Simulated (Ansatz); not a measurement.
Zinc-blende ZnTe

Level of theory: PBE0 in Ansatz (plane waves, PAW).

Numerical settings: plane-wave cutoff 460 eV, 8×8×8 k mesh, Fermi–Dirac smearing 0.01 eV, scalar-relativistic PAW data made under PBE.

Cell (relaxed at this level):

ZnTe is modelled in the cubic space group F-43m (No. 216), the zinc blende structure, Pearson symbol cF8. Lattice parameters: a = b = c = 6.139 Å, α = β = γ = 90.00°. Zn on 4a is surrounded by 4 Te at 2.658 Å (tetrahedral). Te on 4d has 4 Zn at 2.658 Å (tetrahedral). (Neighbours: up to the widest gap in distance over summed covalent radii, below 1.35, at either atom; cation-cation and far metal-metal contacts left out.)
(The calculation used a cell of 2 atoms; values per cell refer to that cell.)

- bulk modulus B0 = 48.4 GPa
- band gap = 2.76 eV (on the SCF k mesh)
- pressure derivative B′ of the bulk modulus = 4.5

Measured, for comparison: band gap 2.43 eV (zero-point renormalisation of 40 meV (experimental, the table's column) added back here, direct; inputs from Miglio et al. (2020), arXiv:2011.12765); bulk modulus 51 ± 3 GPa (room temperature, no zero-point or thermal correction; as tabulated in Determination of phase transition pressures of ZnTe under quasihydrostatic …). Computed (rounded) less measured: bulk modulus -5 % (inside the measured uncertainty).

Spin–orbit coupling is not included; with these elements it can move the gap by several tenths of an eV or more.

Ansatz is a first-principles code.
